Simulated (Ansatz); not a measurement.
# Polymorphs of Be6S

Theory: Ansatz, DFT PBE, scalar-relativistic, plane waves, PAW. All cells share a 420 eV cutoff and Γ-centred k meshes spaced at most about 0.3 Å⁻¹ (about 0.25 or finer for metals, 2π included). No spin polarisation.

Formation energies are uncorrected and refer to the elements' standard structures at the same level.

All energies are static (0 K, no zero-point motion). The comparison covers the computed candidates alone. For metals, differences of a few meV/atom aren't resolved. The reference form of S is held partly by dispersion forces, which this level lacks.

Invented guesses were relaxed alike, and ends that match in structure were merged. ΔE counts from the first row. Coordination counts Be atoms around S (those within 1.25 times the shortest such distance or 1.15 times the sum of covalent radii; a plus sign parts nearer from farther groups; the shortest distance is added where it is long for a bond).

```tsv
#	reached from	type and space group	atoms	Å³/atom	coordination	ΔE (meV/atom)	gap on mesh (eV)
1	a relaxed cell, shaken at random and relaxed again	C222 (No. 21)	7	10.2	S 4	0	0.00
2	a cell proposed by chemical analogy	I4/mmm (No. 139)	7	9.8	S 8 from 2.4 Å	66	0.00
3	a cell proposed by chemical analogy	P31m (No. 157)	7	11.2	S 3+1	74	0.00
4	a cell proposed by chemical analogy	P4/mmm (No. 123)	7	9.7	S 8 from 2.4 Å	85	0.00
5	a cell proposed by chemical analogy	P-31m (No. 162)	7	10.4	S 6	156	0.00
6	TeF6 type (R-3)	R-3 (No. 148)	7	10.4	S 6	170	0.00
```

The lowest: Space group C222 (No. 21), orthorhombic, a = 3.346 Å, b = 12.713 Å, c = 3.347 Å. Be on a site of symmetry 1 has 1 S at 2.09 Å and 8 Be at 2.18–2.43 Å; around Be on a site of symmetry 2 lie 8 Be at 2.18–2.22 Å and 4 Be at 2.36–2.38 Å; S is surrounded by 4 Be at 2.09 Å. Its energy over the elements is +0.02 eV/atom. The formation energy is too near zero to say whether this cell lies below the elements. An observed structure of this formula, if there is one, may be missing.

```
Be S
1.0
     1.67323   -6.35628    0.00000
     1.67323    6.35628    0.00000
     0.00000    0.00000    3.34693
Be S
6 1
Direct
  0.39485 0.11987 0.74435
  0.88013 0.60515 0.25565
  0.60515 0.88013 0.74435
  0.11987 0.39485 0.25565
  0.00000 0.50000 0.75192
  0.50000 0.00000 0.24808
  0.50000 0.50000 0.50000
```

The second: Space group I4/mmm (No. 139), tetragonal, a = 3.275 Å, c = 12.739 Å. Be on a site of symmetry 2mm has 8 Be at 2.15–2.32 Å and 2 S at 2.38 Å; around Be on a site of symmetry 4mm lie 12 Be at 2.15–2.32 Å; S has 8 Be at 2.38 Å. Counting Be atoms around S, the first has S 4 and the second has S 8 from 2.4 Å. Cells relaxed within their symmetry can be saddle points.

```xyz
7
Lattice="-1.6373 1.6373 6.3695 1.6373 -1.6373 6.3695 1.6373 1.6373 -6.3695" Properties=species:S:1:pos:R:3 pbc="T T T"
Be    1.6373    0.0000    4.6466
Be    0.0000    0.0000    9.4802
Be    0.0000    1.6373    4.6466
Be    0.0000    1.6373    1.7230
Be    1.6373    0.0000    1.7230
Be    0.0000    0.0000    3.2589
S     0.0000    0.0000    0.0000
```

Some types were kept out of the candidates beforehand, so the set may lack a known form.

Sulfur does best here with a few short bonds to beryllium. The lowest cell has four Be neighbours at 2.09 Å, about the bond length in zinc-blende BeS, whereas the similarly layered second cell spreads the bonding over eight contacts at 2.38 Å, too long for full Be–S bonds. Small, strongly polarising Be favours short, partly covalent bonds, which probably explains this preference. Coordination number alone doesn't set the order, however: the sixfold cells lie above the eightfold ones, and the 3+1 cell lies between the two eightfold cells. The Be framework must matter too. Sulfur can take up only a small share of the valence electrons, leaving the rest in delocalised Be–Be bonding, consistent with the absence of a gap in every cell.

A formation energy near zero doesn't make Be6S a plausible compound. BeS is strongly exothermic, so even the lowest cell should be unstable towards BeS and metallic Be, a competition that the comparison among polymorphs doesn't test.
